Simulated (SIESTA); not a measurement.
Crystal: TiO2.

```
Ti O
1.0
     4.59984    0.00000    0.00000
     0.00000    4.59984    0.00000
     0.00000    0.00000    2.95921
Ti O
2 4
Direct
  0.00000 0.00000 0.50000
  0.50000 0.50000 0.00000
  0.30432 0.30432 0.50000
  0.19568 0.80432 0.00000
  0.80432 0.19568 0.00000
  0.69568 0.69568 0.50000
```

The cell is a database's computed one.

Base run:

| Property | Result |
| --- | --- |
| Program | SIESTA 5.4.2 |
| Functional | vdW-DF-cx |
| Potentials or basis | PseudoDojo 0.4 standard (PBE files) |
| Basis | DZP (energy shift 0.003 Ry; two zetas on semicore shells) |
| Grid cutoff | 800 Ry |
| Energy shift | 0.003 Ry |
| k mesh | 6 × 6 × 9 |
| Occupations | fermi-dirac, width 0.05 eV |
| Spin | no spin polarisation |

Its results: band gap on the k mesh 1.76 eV, direct; pressure 2.1 GPa; largest force 0.053 eV/Å.

Q: After a change of settings the same cell gave: band gap on the k mesh 1.76 eV, direct; pressure 13.9 GPa; largest force 0.147 eV/Å. Which change was it?
A. functional from vdW-DF-cx to LDA; potentials or basis from PseudoDojo 0.4 standard (PBE files) to PseudoDojo 0.4 standard (LDA files)
B. functional from vdW-DF-cx to PBEsol; potentials or basis from PseudoDojo 0.4 standard (PBE files) to PseudoDojo 0.4 standard (PBEsol files)
C. functional from vdW-DF-cx to BLYP
D. functional from vdW-DF-cx to AM05; potentials or basis from PseudoDojo 0.4 standard (PBE files) to PseudoDojo 0.4 standard (PBEsol files)

A: C.

Caveats: the potentials were made for another functional, which shifts forces and pressure; the basis of atomic orbitals isn't converged, which shifts pressures, moduli and gaps.
